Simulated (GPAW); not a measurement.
Set up this calculation in GPAW 26.7.0, as an ASE script.

* Task: equation of state
* Functional: WC
* Potentials or basis: PAW data sets generated in the run's folder for this functional
* Cutoff: 600 eV
* Basis: pw
* k mesh: 12 × 12 × 12
* Occupations: fermi-dirac, width 0.05 eV
* Spin: no spin polarisation
* Maxiter: 150
* Eos scales: [0.94, 0.96, 0.98, 1.0, 1.02, 1.04, 1.06]

The structure of Rh lies in POSCAR:

```
Rh
1.0
    0.0000000000      1.8978500000      1.8978500000
    1.8978500000      0.0000000000      1.8978500000
    1.8978500000      1.8978500000      0.0000000000
Rh
1
Direct
    0.0000000000      0.0000000000      0.0000000000
```

One way to write it, as run:

run.py

```python
from ase.eos import EquationOfState
from ase.io import Trajectory, read
from ase.units import GPa
from gpaw import GPAW, PW, setup_paths

setup_paths.insert(0, '.')

atoms = read('POSCAR')

traj = Trajectory('eos.traj', 'w')
volumes, energies = [], []
for x in [0.94, 0.96, 0.98, 1.0, 1.02, 1.04, 1.06]:
    a = atoms.copy()
    a.set_cell(atoms.cell * x**(1 / 3), scale_atoms=True)
    calc = GPAW(mode=PW(600),
                xc='WC',
                kpts={'size': (12, 12, 12), 'gamma': True},
                occupations={'name': 'fermi-dirac', 'width': 0.05},
                nbands=16,
                convergence={'density': 1e-05, 'energy': 1e-05},
                maxiter=150,
                txt=f'eos-{x:.2f}.txt')
    a.calc = calc
    energies.append(a.get_potential_energy(force_consistent=True))
    volumes.append(a.get_volume())
    p = -a.get_stress()[:3].mean() / GPa
    calc.write(f'eos-{x:.2f}.gpw')
    traj.write(a)
    print(f'{x:.2f} {volumes[-1]:10.4f} A^3 {energies[-1]:14.6f} eV {p:9.3f} GPa', flush=True)

v0, e0, B = EquationOfState(volumes, energies, eos='birchmurnaghan').fit()
print(f'V0 = {v0:.4f} A^3, E0 = {e0:.6f} eV, B0 = {B / GPa:.2f} GPa')
```

Potentials or basis: PAW data sets generated in the run's folder for this functional, pw.

The run is started by

```bash
$ gpaw-setup -f WC Rh
$ OMP_NUM_THREADS=1 python run.py
```

It gave:

- Equilibrium volume: 13.70 Å³/atom
- Bulk modulus: 286 GPa
- Pressure derivative of the bulk modulus: 5.2

Run time: 110 s on 1 thread of Arm Neoverse N1, on a shared host, peak memory 0.19 GiB.
